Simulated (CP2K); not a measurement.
The system is TiO2.

```
CELL_PARAMETERS angstrom
4.59984 0.00000 0.00000
0.00000 4.59984 0.00000
0.00000 0.00000 2.95921
ATOMIC_POSITIONS crystal
Ti 0.00000 0.00000 0.50000
Ti 0.50000 0.50000 0.00000
O 0.30432 0.30432 0.50000
O 0.19568 0.80432 0.00000
O 0.80432 0.19568 0.00000
O 0.69568 0.69568 0.50000
```

The cell is a database's computed one.

Base run:

```yaml
Program: CP2K 2026.2
Functional: PBEsol
Potentials_or_basis: POTENTIAL_UZH Ti GTH-PBE-q12, O GTH-PBE-q6; TZVP-MOLOPT-PBE-GTH basis
Density_cutoff: 8163 eV
k_mesh: 6 × 6 × 9
Occupations: fermi-dirac, width 0.05 eV
Spin: no spin polarisation
```

Its results: band gap on the k mesh 1.77 eV, direct; pressure -1.1 GPa; largest force 0.114 eV/Å.

**Question.** The run is repeated on the same cell with these changes: functional from PBEsol to PBE; occupations from fermi-dirac, width 0.05 eV to fermi-dirac, width 0.0259 eV. What comes out?

**Answer.** Band gap on the k mesh 1.80 eV, direct; pressure 5.2 GPa; largest force 0.062 eV/Å.

Caveats: the basis of atomic orbitals isn't converged, which shifts pressures, moduli and gaps; the potentials were made for another functional, which shifts forces and pressure (some runs).
